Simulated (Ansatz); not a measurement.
# Ge4S: the cost of one run

Method: DFT PBE, scalar-relativistic, plane waves, PAW, in Ansatz 0.2.0.

4 further runs of the same task are left out: 1 that didn't finish, 3 set aside as unsound or not needed.

## Step 1: Starting point

Symmetry: Pmm2, No. 25, orthorhombic system. Conventional cell: a = 4.074 Å, b = 4.074 Å, c = 19.856 Å, α = 90.00°, β = 90.00°, γ = 90.00°. Ge (site symmetry mm2) is surrounded by 2 Ge at 2.49 Å. Ge (site symmetry mm2) has 4 Ge at 2.49 to 2.53 Å as nearest neighbours. Ge (site symmetry mm2) has 1 S at 2.18 Å and 4 Ge at 2.48 to 2.53 Å as nearest neighbours. Around Ge (site symmetry mm2) lie 2 S at 2.17 Å and 2 Ge at 2.48 Å. S (site symmetry mm2) has 3 Ge at 2.17 to 2.18 Å as nearest neighbours.

Structure file:

```cif
data_structure
_symmetry_space_group_name_H-M 'Pmm2'
_symmetry_Int_Tables_number 25
_cell_length_a 4.0741
_cell_length_b 4.0741
_cell_length_c 19.8558
_cell_angle_alpha 90.000
_cell_angle_beta 90.000
_cell_angle_gamma 90.000
_cell_volume 329.56
loop_
_atom_site_label
_atom_site_type_symbol
_atom_site_symmetry_multiplicity
_atom_site_Wyckoff_symbol
_atom_site_fract_x
_atom_site_fract_y
_atom_site_fract_z
_atom_site_occupancy
Ge1 Ge 1 b 0.00000 0.50000 0.20145 1
Ge2 Ge 1 a 0.00000 0.00000 0.27400 1
Ge3 Ge 1 c 0.50000 0.00000 0.34937 1
Ge4 Ge 1 d 0.50000 0.50000 0.42082 1
S1 S 1 c 0.50000 0.00000 0.45908 1
```

This is the geometry of the first run shown, built on a cell relaxed beforehand with the same method.

## Step 2: Plan of the line

Atoms count from 1 in the order of the input.

S is moved over the surface cell; relaxed at each place: the height of the adsorbate's atoms; substrate rigid; the origin of the map has the adsorbate above Ge4.

- position of S5 along the first surface vector, from above Ge4: 8 values from 0.000 to 0.875, periodic
- position of S5 along the second surface vector, from above Ge4: 8 values from 0.000 to 0.875, periodic

Relaxed at each point: the height of the adsorbate's atoms; substrate rigid. Points are written as (first, second).

The two vectors of the plane (Å): (4.074, 0.000, 0.000); (0.000, 4.074, 0.000).

## Step 3: Point (0/8, 4/8) of the map's two axes

Contents of input.yaml:

```yaml
crystal:
  lattice:
    - [4.0740542171, 0.0, 0.0]
    - [0.0, 4.0740542171, 0.0]
    - [0.0, 0.0, 19.8557569412]
  atoms:
    - { symbol: Ge, position: [0.0, 0.5, 0.2014529092] }
    - { symbol: Ge, position: [0.0, 0.0, 0.2739958843] }
    - { symbol: Ge, position: [0.5, 0.0, 0.3493666172] }
    - { symbol: Ge, position: [0.5, 0.5, 0.4208228861] }
    - { symbol: S, position: [0.5, 1.0, 0.4590788399] }
basis:
  ecutwfc: 420
kpoints:
  mp_grid: { grid: [7, 7, 1] }
hamiltonian:
  xc: pbe
  pseudopotentials: { kind: paw, azcp: { folder: soft_1 } }
scf:
  occupations: { method: gaussian, width: 0.1 }
output:
  forces: true
  eigenvalues: true
relax:
  adjacent_minimum: "off"
  f_tol: 0.025
  max_steps: 16
  constraints: [{ sites: [0, 1, 2, 3] }, { sites: [4], fix: xy }]
efield:
  axis: 3
  dipole_correction: true
  ramp_width: 0.04
```

Launch:

```console
> ansatz run input.yaml --threads 2 --pin off --max-ram 6144MiB --backend cpu --events-out ev --progress --plain --runs-dir out
```

What time and memory should one allow on 2 threads of Arm Neoverse V1, shared host?

About 52 s, with a peak of 0.56 GiB.
